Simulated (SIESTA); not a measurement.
Ge: single point with PBEsol

**Measured values to compare with.**

“Electronic and optical properties of SixGe1-x-ySny alloys lattice-matched to Ge”, 2021, arxiv:2109.02782 reports, for a bulk crystal of Ge at 300 K: band gap 0.807 eV (direct).

Crystal: Ge.

```
Ge
1.0
     0.00000    2.82891    2.82891
     2.82891    0.00000    2.82891
     2.82891    2.82891    0.00000
Ge
2
Direct
  0.75000 0.75000 0.75000
  0.50000 0.50000 0.50000
```

| Property | Result |
| --- | --- |
| Program | SIESTA 5.4.2 |
| Task | single point |
| Functional | PBEsol |
| Potentials or basis | PseudoDojo 0.4 standard (PBEsol files) |
| Basis | DZP (energy shift 0.003 Ry; two zetas on semicore shells) |
| Grid cutoff | 800 Ry |
| Energy shift | 0.003 Ry |
| k mesh | 8 × 8 × 8 |
| Occupations | fermi-dirac, width 0.05 eV |
| Spin | no spin polarisation |

The pressure is 1.8 GPa. The band gap on the k mesh is none (metal or under the smearing width).

Levels at points of the mesh, in eV from the Fermi level:
| k point | band 11 | band 12 | band 13 | band 14 | band 15 | band 16 | band 17 | band 18 |
| --- | --- | --- | --- | --- | --- | --- | --- | --- |
| (0.00, 0.00, 0.00) | -12.85 | -0.03 | -0.03 | -0.03 | 0.00 | 2.56 | 2.56 | 2.56 |
| (0.50, 0.00, 0.00) | -10.79 | -7.73 | -1.48 | -1.48 | 0.10 | 3.80 | 3.80 | 7.43 |
| (0.00, 0.50, 0.00) | -10.79 | -7.73 | -1.48 | -1.48 | 0.10 | 3.80 | 3.80 | 7.43 |
| (0.50, 0.50, 0.00) | -9.00 | -9.00 | -3.18 | -3.18 | 0.79 | 0.79 | 9.62 | 9.62 |
| (0.00, 0.00, 0.50) | -10.79 | -7.73 | -1.48 | -1.48 | 0.10 | 3.80 | 3.80 | 7.43 |
| (0.50, 0.00, 0.50) | -9.00 | -9.00 | -3.18 | -3.18 | 0.79 | 0.79 | 9.62 | 9.62 |
| (0.00, 0.50, 0.50) | -9.00 | -9.00 | -3.18 | -3.18 | 0.79 | 0.79 | 9.62 | 9.62 |
| (0.50, 0.50, 0.50) | -10.79 | -7.73 | -1.48 | -1.48 | 0.10 | 3.80 | 3.80 | 7.43 |

Run time: 53 s on 1 thread of Intel(R) Xeon(R) Platinum 8488C (Sapphire Rapids), on a shared host, peak memory 0.36 GiB.

Measured gap of Ge: 0.807 eV (direct; 300 K; “Electronic and optical properties of SixGe1-x-ySny alloys lattice-matched to Ge”, 2021, arxiv:2109.02782). This calculation gives 0.00 eV (-0.81 eV). 3 values of this kind are on record (0.666 to 0.807 eV); this one was drawn at random among those near their median. Spin-orbit coupling on Ge is left out. The value is that of PBEsol in an atomic basis (PseudoDojo 0.4 standard (PBEsol files), DZP (energy shift 0.003 Ry; two zetas on semicore shells)), whose error adds to the functional's, on a finite k mesh, which can miss the band edges, without temperature or zero-point motion. Semilocal functionals fall short of measured gaps as a rule.

Caveat: the basis of atomic orbitals isn't converged, which shifts pressures, moduli and gaps.
